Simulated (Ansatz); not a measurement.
## AlAs: As vacancy

Level of theory: Ansatz 0.2.0, DFT PBE, scalar-relativistic, plane waves, PAW. (420 eV cutoff, 2×2×2 k-mesh, shifted by half a step, Gaussian smearing of 0.01 eV, collinear spin in charge 0, +2 alone)

Host crystal, relaxed:

```
CELL_PARAMETERS angstrom
0.00000 2.86396 2.86396
2.86396 0.00000 2.86396
2.86396 2.86396 0.00000
ATOMIC_POSITIONS crystal
Al 0.00000 0.00000 0.00000
As 0.75000 0.75000 0.75000
```

Supercell of 32 atoms, rows in host cell vectors: 3 -1 -1; -1 3 -1; -1 -1 3. Atoms relax at the host's cell, keeping the symmetry that the supercell leaves at the site. The cell is small, so energies carry finite-size errors of tenths of an eV. The host's Kohn–Sham gap is 1.50 eV.

Defect: As vacancy at (0.750, 0.750, 0.750) of the host cell, charge 0.

Question: Give the relaxed supercell.

Answer:
```
CELL_PARAMETERS angstrom
-5.72791 5.72791 5.72791
5.72791 -5.72791 5.72791
5.72791 5.72791 -5.72791
ATOMIC_POSITIONS crystal
Al 0.52233 0.00000 0.50000
Al 0.50201 0.25293 0.25201
Al 0.49707 0.49908 0.99908
Al 0.75000 0.77233 0.50000
Al 0.50201 0.75201 0.75293
Al 0.75000 0.00000 0.27233
Al 0.75000 0.24799 0.00092
Al 0.99799 0.50092 0.50000
Al 0.75000 0.50092 0.74799
Al 0.00293 0.75201 0.25201
Al 0.99799 0.00000 0.00092
Al 0.25092 0.24799 0.50000
Al 0.97767 0.22767 0.72767
Al 0.24908 0.49908 0.24707
Al 0.24908 0.74707 0.99908
Al 0.25092 0.00000 0.74799
As 0.75000 0.24632 0.25310
As 0.75000 0.50000 0.00000
As 0.99632 0.75310 0.50000
As 0.75000 0.75310 0.74632
As 0.99632 0.00000 0.25310
As 0.99690 0.24690 0.99322
As 0.25000 0.50000 0.50000
As 0.99690 0.49322 0.74690
As 0.25678 0.75368 0.25368
As 0.25000 0.00000 0.00000
As 0.50310 0.24632 0.50000
As 0.24322 0.24690 0.74690
As 0.50368 0.50678 0.25368
As 0.50368 0.75368 0.00678
As 0.50310 0.00000 0.74632
```
Around the defect: 4 Al at 2.26 Å. The run ended with a moment of 0.50 μB, which may not be the ground spin state.